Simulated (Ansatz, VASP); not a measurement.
# One calculation of SrO, two programs

```
Sr O
1.0
     3.64863    0.00000    0.00000
    -1.82431    3.15980    0.00000
     0.00000    0.00000    8.93718
Sr O
3 3
Direct
  0.00000 0.00000 0.00000
  0.33333 0.66667 0.33333
  0.66667 0.33333 0.66667
  0.66667 0.33333 0.16667
  0.00000 0.00000 0.50000
  0.33333 0.66667 0.83333
```

Alike in both runs: functional r2SCAN; k mesh 6 × 6 × 4; occupations gaussian, width 0.02 eV; no spin polarisation.

Ansatz relaxed the structure, and its values are those at the end. VASP's run is a single point on that final structure, the one shown.

```csv
,VASP,Ansatz
version,VASP 6.6.1,Ansatz 0.2.0
potentials or method,"VASP PAW PBE potentials, release 64 (Sr_sv, O)","scalar-relativistic, plane waves, PAW"
plane-wave cutoff (eV),520,500
valence electrons in the cell,48,48
```

|  | VASP | Ansatz | Ansatz less VASP |
| --- | --- | --- | --- |
| gap on the k mesh at the Fermi level (eV) | 3.75 | 3.80 | +0.052 |
| least direct gap on the mesh (eV) | 3.84 | 3.88 | +0.040 |
| pressure (GPa) | 0.5 | 0.0 | -0.52 |

Caveats: the PAW data sets were made with another functional, which shifts forces and pressure a little (VASP). A k mesh can miss the band edges. r2SCAN opens gaps a little over a GGA but as a rule still falls short of measured ones.
